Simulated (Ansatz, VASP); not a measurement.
## SiGe2 in two plane-wave programs

Aim: how closely do two programs agree when they are given the same cell, functional and k mesh? The cell is generated by rule, not measured, and may not be a known phase. The cell is taken from a series of runs on this material, whose earlier steps may have relaxed, scaled, displaced or heated it; both programs get it as it stands.

Program: Ansatz 0.2.0. Level of theory: plane waves, with VASP 6.6.1 beside it; single point at r2SCAN. Results are calculated unless marked as measured.

The structure was built from a prototype and need not be the compound's stable phase.

## (1) Set-up

The structure is tetragonal, space group P4_222 (No. 93). The conventional cell has a = 7.478 Å, b = 7.478 Å, c = 5.288 Å, α = 90.00°, β = 90.00°, γ = 90.00°. Nearest to Si lie 4 Ge at 2.28 to 2.57 Å. Ge has 1 Ge at 2.54 Å and 2 Si at 2.57 Å nearest. Nearest to Ge lie 2 Si at 2.28 Å and 1 Ge at 2.54 Å. Farther neighbours are not listed.

As a file:

```cif
data_structure
_symmetry_space_group_name_H-M 'P 1'
_symmetry_Int_Tables_number 1
_cell_length_a 5.2880
_cell_length_b 7.4784
_cell_length_c 7.4784
_cell_angle_alpha 90.000
_cell_angle_beta 90.000
_cell_angle_gamma 90.000
_cell_volume 295.74
loop_
_atom_site_label
_atom_site_type_symbol
_atom_site_fract_x
_atom_site_fract_y
_atom_site_fract_z
_atom_site_occupancy
Si1 Si 0.00000 0.97470 0.97470 1
Si2 Si 0.00000 0.52530 0.52530 1
Si3 Si 0.50000 0.97470 0.52530 1
Si4 Si 0.50000 0.52530 0.97470 1
Ge5 Ge 0.75000 0.25000 0.41977 1
Ge6 Ge 0.75000 0.75000 0.08023 1
Ge7 Ge 0.25000 0.08023 0.25000 1
Ge8 Ge 0.25000 0.41977 0.75000 1
Ge9 Ge 0.25000 0.08023 0.75000 1
Ge10 Ge 0.25000 0.41977 0.25000 1
Ge11 Ge 0.75000 0.75000 0.41977 1
Ge12 Ge 0.75000 0.25000 0.08023 1
```

## (2) Ansatz: single point, r2SCAN

Ansatz runs on its default PAW (the set named soft_2) files.

A single point gives forces, pressure and levels at one fixed geometry, so differences don't come from the geometry; what else differs is listed under the comparison.

The input, input.yaml:

```yaml
crystal:
  lattice:
    - [-5.2880224348, 0.0, 0.0]
    - [0.0, -5.2880224348, -5.2880224348]
    - [0.0, -5.2880224348, 5.2880224348]
  atoms:
    - { symbol: Si, position: [1.0, 0.9746995712, -0.0253004288] }
    - { symbol: Si, position: [1.0, 0.5253004288, 0.5253004288] }
    - { symbol: Si, position: [0.5, -0.0253004288, 0.5253004288] }
    - { symbol: Si, position: [0.5, 0.5253004288, -0.0253004288] }
    - { symbol: Ge, position: [0.75, 0.25, 0.4197688599] }
    - { symbol: Ge, position: [0.75, 0.75, 0.0802311401] }
    - { symbol: Ge, position: [0.25, 0.0802311401, 0.25] }
    - { symbol: Ge, position: [0.25, 0.4197688599, 0.75] }
    - { symbol: Ge, position: [0.25, 0.0802311401, 0.75] }
    - { symbol: Ge, position: [0.25, 0.4197688599, 0.25] }
    - { symbol: Ge, position: [0.75, 0.75, 0.4197688599] }
    - { symbol: Ge, position: [0.75, 0.25, 0.0802311401] }
kpoints:
  mp_grid: { grid: [8, 6, 6] }
hamiltonian:
  xc: r2scan
scf:
  occupations: { method: methfessel_paxton, width: 0.2 }
output:
  forces: true
  stress: true
  eigenvalues: true
```

The run is started by

```bash
> ansatz run input.yaml --threads 8 --pin off --max-ram 14336MiB --backend cpu --events-out ev --progress --plain --runs-dir out
```

Numbers of over 12 decimals in the logs are rounded to 6 here.

What it wrote:

```text
Engine: ansatz 0.2.0, aarch64-unknown-linux-gnu
Pseudopotentials: kind: paw
Pseudopotential: Si, paw, valence charge 4, recommended cutoff 500 eV (meta_gga), Si.paw.azcp
Pseudopotential: Ge, paw, valence charge 14, recommended cutoff 500 eV (meta_gga), Ge.paw.azcp
Functional definition: r2SCAN
  parameter k0 = 0.174
  parameter k1 = 0.065
  parameter a1 = 4.9479
  exchange = r2scan_x(k0 = k0, k1 = k1, a1 = a1)
  correlation = r2scan_c
Crystal: 12 atoms, lattice volume = 295.740 Å³
Basis set: ecut = 500 eV, 7467 PW (Γ), exchange–correlation on 160×240×240 points (64 copies of the dense FFT grid, shifted against one another)
Bands: 77, of which v1, the nominal top of the filled ones, is band 64 counted from 1 (63 counted from 0)
Symmetry: 8 space group operations
Space group: P4222 (ITA 93), of the structure as read, at distance tolerance 6.7e-5 Å
k-points: 50 of 288 (time reversal used)
Non-local potential: Si, projectors of the file, l = 0: 2, l = 1: 2, l = 2: 2
Non-local potential: Ge, projectors of the file, l = 0: 2, l = 1: 2, l = 2: 3, l = 3: 1
PAW form: soft (Blöchl's): semilocal exchange-correlation on the pseudo side does not see the compensation charge
PAW frozen core: Si, regenerated for the run's functional (the file was generated under x = pbe(κ = 0.804, μ = 0.219515), c = pbe(β = 0.066725))
PAW frozen core: Ge, regenerated for the run's functional (the file was generated under x = pbe(κ = 0.804, μ = 0.219515), c = pbe(β = 0.066725))
PAW one-centre angular grid: Si, 302 points (default); XC on 160 Gauss nodes
PAW one-centre angular grid: Ge, 590 points (default); XC on 160 Gauss nodes
Initial density: superposition of atomic densities (neutral atoms: chi_scale 0, normalization atom), corrected by the library's trained network
Initial wavefunctions: pseudopotential atomic-orbital guess
Functional: x = r2scan, c = r2scan; τ floored in thin density (d = 2e-4 eV/Å³)
SCF iter   1: F=—  HF=-36971.269005 eV  |F-HF|=—  |Δ(HF+E_count)|=         —  Δρ=6.75e-3  dr2=1.49e-1  dr2_τ=2.58e-2  ethr=1.77e-3  ⟨swp⟩=5.9  Hψ=14187  notcnv=0
preconditioner: auto → LDOS  [metal: Δε(μ)=0.016 eV  Ē_g=7.759 eV  σ=0.200 eV  W_gap=0.07  n_scr=62 (ndim 8)  ℏωp=15.0 eV  f_vac=0.030  D(μ)=3.94/eV (n_scr^D=18)  β→1.0]
SCF iter   2: F=—  HF=-36971.361648 eV  |F-HF|=—  |Δ(HF+E_count)|=   9.26e-2  S|Δr|=    0.00e0  Δρ=4.05e-3  dr2=8.62e-2  dr2_τ=4.86e-4  ethr=1.16e-4  ⟨swp⟩=2.0  Hψ=8089  notcnv=0  defer=206
SCF iter   3: F=—  HF=-36971.311031 eV  |F-HF|=—  |Δ(HF+E_count)|=   5.06e-2  S|Δr|=    0.00e0  Δρ=9.73e-4  dr2=1.51e-3  dr2_τ=2.73e-5  ethr=6.73e-5  ⟨swp⟩=2.0  Hψ=6850  notcnv=0  defer=206
SCF iter   4: F=—  HF=-36971.311233 eV  |F-HF|=—  |Δ(HF+E_count)|=   2.02e-4  S|Δr|=    0.00e0  Δρ=1.30e-4  dr2=5.02e-5  dr2_τ=1.30e-6  ethr=1.18e-6  ⟨swp⟩=2.0  Hψ=6902  notcnv=0  defer=206
SCF iter   5: F=—  HF=-36971.311237 eV  |F-HF|=—  |Δ(HF+E_count)|=   4.39e-6  S|Δr|=    0.00e0  Δρ=3.45e-5  dr2=5.34e-6  dr2_τ=5.32e-8  ethr=3.92e-8  ⟨swp⟩=2.0  Hψ=7042  notcnv=0  defer=25
SCF iter   6: F=—  HF=-36971.311241 eV  |F-HF|=—  |Δ(HF+E_count)|=   4.04e-6  S|Δr|=    0.00e0  Δρ=1.43e-5  dr2=1.11e-6  dr2_τ=1.17e-8  ethr=4.17e-9  ⟨swp⟩=2.1  Hψ=6890  notcnv=0  defer=21
SCF iter   7: F=-36971.311242 eV  HF=-36971.311242 eV  |F-HF|=5.97e-8  |Δ(HF+E_count)|=   2.89e-7  S|Δr|=    0.00e0  Δρ=3.22e-6  dr2=2.76e-8  dr2_τ=6.25e-10  ethr=7.81e-11  ⟨swp⟩=9.1  Hψ=18875  notcnv=0
SCF 1 converged in 7 iterations: F = -36971.311242 eV  dr2 = 2.76e-8
  greatest PAW one-centre occupation: 0.998 electrons in one spin orbital (limit 2), on the Ge atom at site 11 (counted from 0), in its partial waves of l = 2
SCF converged after 7 iterations
Stability not checked: this state was not tested for a lower state beside it, because cold or Methfessel-Paxton smearing, or corrected tetrahedra, fill the levels in a way that the test cannot read (fill_not_monotonic; see scf.lower_state_search)
Free energy (F): -36971.311242 eV
Harris-Foulkes:  -36971.311242 eV  (|F-HF|=5.97e-8)
Internal energy: -36971.325096 eV  (E = F + TS)
E sigma→0 (E₀):  -36971.314705 eV
Entropy (-TS):   0.013854 eV (1.155 meV/atom)
Fermi energy:    6.314875 eV
--- Per-component energies (eV) ---
  E_band       = -1476.785161
  E_kinetic    = 1033.286392
  E_local      = -22475.500125  (includes V_loc(G=0)·N_el)
  E_nonlocal   = 3445.908858
  E_hartree    = 9900.257497
  E_xc         = -749.767768
  E_vxc        = -730.976736  (∫ρ·V_xc dr)
  E_paw        = -18336.510337  (= ΣΔE_a)
  E_vpaw       = -2589.121979  (= ΣTr[D̂ρ^β])
  E_aug_tail   = 0.000152  (compensation charges beyond the density's cutoff)
  E_vtau       = 39.102566  (kinetic-family band-sum trace: ∫τ·v_τ [+ j·A + Jᵃ·Aᵃ] dr)
  E_ewald      = -9780.007906
  E_core_change = -8.991858  (= ΣΔE_core)
  E_smearing   = 0.013854  (= −TS)
  E_closure    = 0.000000  (closes the sum)
  Σ components = -36971.311242   (vs F -36971.311242, Δ=0.00e0)
--- Forces (eV/Å), atoms counted from 1 ---
  atom   1  Si     0.00000000    -1.44142340     0.00000000
  atom   2  Si     0.00000000     1.44142340     0.00000000
  atom   3  Si     0.00000000     0.00000000    -1.44142340
  atom   4  Si     0.00000000     0.00000000     1.44142340
  atom   5  Ge     0.00000000    -0.18259122     0.18259122
  atom   6  Ge     0.00000000    -0.58161622     0.58161622
  atom   7  Ge     0.00000000     0.18259122     0.18259122
  atom   8  Ge     0.00000000     0.58161622     0.58161622
  atom   9  Ge     0.00000000    -0.58161622    -0.58161622
  atom  10  Ge     0.00000000    -0.18259122    -0.18259122
  atom  11  Ge    -0.00000000     0.58161622    -0.58161622
  atom  12  Ge    -0.00000000     0.18259122    -0.18259122
  max |Σ_I F_I| component: 1.67e-16 eV/Å
--- Stress (GPa, compression-positive) ---
       -1.845432       0.000000       0.000000
        0.000000      -2.377319       0.000000
        0.000000       0.000000      -2.377319
  P = ⅓ Tr σ = -2.2000 GPa (-22.000 kbar)
--- Band table (eV; the first three rows and the last of 50) ---
  k-point 0: bands = [... 60 lower, 4.8127, 4.8127, 4.9496, 6.9113, 7.2570, 7.2915, 7.2915, 7.6374, ... 9 higher]
  k-point 1: bands = [... 60 lower, 4.6109, 4.9862, 5.1207, 6.8086, 6.8773, 7.2286, 7.3731, 7.6401, ... 9 higher]
  k-point 2: bands = [... 60 lower, 4.3934, 5.1727, 5.6237, 6.0778, 6.1836, 7.3398, 7.3779, 7.4493, ... 9 higher]
  k-point 49: bands = [... 60 lower, 4.5760, 4.7956, 4.7956, 5.5033, 6.5634, 7.7340, 7.7340, 8.6366, ... 9 higher]
```

Reading the cycles: dr2 is the Hartree energy of the density residual (eV), the measure of convergence; HF is the Harris–Foulkes estimate of the energy, which meets the free energy F at convergence.

The run ends at a pressure of -2.20 GPa, with forces up to 1.4 eV/Å.

## (3) VASP: single point, r2SCAN

The same cell, functional, mesh and smearing now go to VASP, with its own data sets.

Lines of VASP's logs that name or quote its potential files are left out, and so is its time.

The input, INCAR:

```
SYSTEM = SiGe2
PREC = Accurate
ENCUT = 550
EDIFF = 1E-06
NELM = 120
ISMEAR = 1
SIGMA = 0.2
LREAL = .FALSE.
ALGO = Normal
METAGGA = R2SCAN
LASPH = .TRUE.
NBANDS = 79
LORBIT = 11
LWAVE = .FALSE.
LCHARG = .FALSE.
ISIF = 2
GGA_COMPAT = .FALSE.
LMIXTAU = .TRUE.
KPAR = 2
```

The input, POSCAR:

```
SiGe2
1.0
   -5.2880224348      0.0000000000      0.0000000000
    0.0000000000     -5.2880224348     -5.2880224348
    0.0000000000     -5.2880224348      5.2880224348
Si Ge
4 8
Direct
    0.0000000000      0.9746995712      0.9746995712
    0.0000000000      0.5253004288      0.5253004288
    0.5000000000      0.9746995712      0.5253004288
    0.5000000000      0.5253004288      0.9746995712
    0.7500000000      0.2500000000      0.4197688599
    0.7500000000      0.7500000000      0.0802311401
    0.2500000000      0.0802311401      0.2500000000
    0.2500000000      0.4197688599      0.7500000000
    0.2500000000      0.0802311401      0.7500000000
    0.2500000000      0.4197688599      0.2500000000
    0.7500000000      0.7500000000      0.4197688599
    0.7500000000      0.2500000000      0.0802311401
```

The input, KPOINTS:

```
Automatic mesh
0
Gamma
8 6 6
0 0 0
```

Potentials, in the order of the species: Si and Ge_d (PBE family, release 64).

The run is started by

```bash
> mpirun -np 2 vasp_std
```

What it wrote:

```text
[banner, memory and clock lines left out]
running    2 mpi-ranks, on    1 nodes
 distrk:  each k-point on    1 cores,    2 groups
 distr:  one band on    1 cores,    1 groups

 POSCAR found type information on POSCAR SiGe
 POSCAR found :  2 types and      12 ions
|                                                                             |
|               ----> ADVICE to this user running VASP <----                  |
|                                                                             |
|     You enforced a specific xc type in the INCAR file but a different       |
|     [... a line on the potential file left out ...]
|     I HOPE YOU KNOW WHAT YOU ARE DOING!                                     |
|                                                                             |

 LDA part: xc-table for (None), standard interpolation
 POSCAR, INCAR and KPOINTS ok, starting setup
 FFT: planning ... GRIDC
 FFT: planning ... GRID_SOFT
 FFT: planning ... GRID
 WAVECAR not read
 entering main loop
       N       E                     dE             d eps       ncg     rms          rms(c)
DAV:   1     0.165317900808E+04    0.16532E+04   -0.59287E+04 10043   0.395E+03
DAV:   2     0.208372881879E+03   -0.14448E+04   -0.13827E+04  7900   0.120E+03
DAV:   3    -0.115851259692E+03   -0.32422E+03   -0.30945E+03  8264   0.268E+02
DAV:   4    -0.150220797752E+03   -0.34370E+02   -0.33123E+02  9404   0.950E+01
DAV:   5    -0.151639462822E+03   -0.14187E+01   -0.14052E+01  9064   0.209E+01    0.960E+00
DAV:   6    -0.145113370800E+03    0.65261E+01   -0.19302E+00  8912   0.114E+01    0.571E+00
DAV:   7    -0.131663845828E+03    0.13450E+02   -0.27237E+00  8880   0.751E+00    0.175E+00
DAV:   8    -0.135688038267E+03   -0.40242E+01   -0.11684E+00  8595   0.491E+00    0.902E-01
DAV:   9    -0.136806299814E+03   -0.11183E+01   -0.25081E-01  9471   0.174E+00    0.563E-01
DAV:  10    -0.137820093256E+03   -0.10138E+01   -0.52664E-01  8341   0.278E+00    0.409E-01
DAV:  11    -0.137707261088E+03    0.11283E+00   -0.14604E-01  8863   0.146E+00    0.341E-01
DAV:  12    -0.137757135525E+03   -0.49874E-01   -0.22071E-02  8941   0.560E-01    0.206E-01
DAV:  13    -0.137855336917E+03   -0.98201E-01   -0.79034E-02  8615   0.116E+00    0.150E-01
DAV:  14    -0.137856829961E+03   -0.14930E-02   -0.60672E-03  8618   0.374E-01    0.113E-01
DAV:  15    -0.137858166880E+03   -0.13369E-02   -0.40541E-04  9293   0.929E-02    0.987E-02
DAV:  16    -0.137859282398E+03   -0.11155E-02   -0.23392E-04  9319   0.692E-02    0.675E-02
DAV:  17    -0.137860166904E+03   -0.88451E-03   -0.10745E-03 10876   0.150E-01    0.298E-02
DAV:  18    -0.137860747290E+03   -0.58039E-03   -0.43925E-04  8508   0.103E-01    0.123E-02
DAV:  19    -0.137860770822E+03   -0.23532E-04   -0.46386E-05  8915   0.286E-02    0.687E-03
DAV:  20    -0.137860833566E+03   -0.62744E-04   -0.46035E-05  8044   0.299E-02    0.619E-03
DAV:  21    -0.137860862446E+03   -0.28880E-04   -0.11911E-05  6397   0.167E-02    0.332E-03
DAV:  22    -0.137860871379E+03   -0.89327E-05   -0.54793E-06  6411   0.128E-02    0.841E-04
DAV:  23    -0.137860872599E+03   -0.12200E-05   -0.10271E-06  5530   0.680E-03    0.864E-04
DAV:  24    -0.137860872332E+03    0.26647E-06   -0.18100E-07  4608   0.326E-03
   1 F= -.13786087E+03 E0= -.13786550E+03  d E =0.138734E-01
```

[end of part 1 of 2]

[Lines on the potential files, build, host, timing and source positions are cut from VASP's logs without a mark.]

[Logs are printed without paths, hosts, clocks, repeated set-up lines and the standing remarks that a program may print on its own settings, such as how far it seeks lower states.]

[Hosts, paths, dates, database ids (printed as entryN), source tags and the programs' standing remarks are cut or masked in the printed files.]
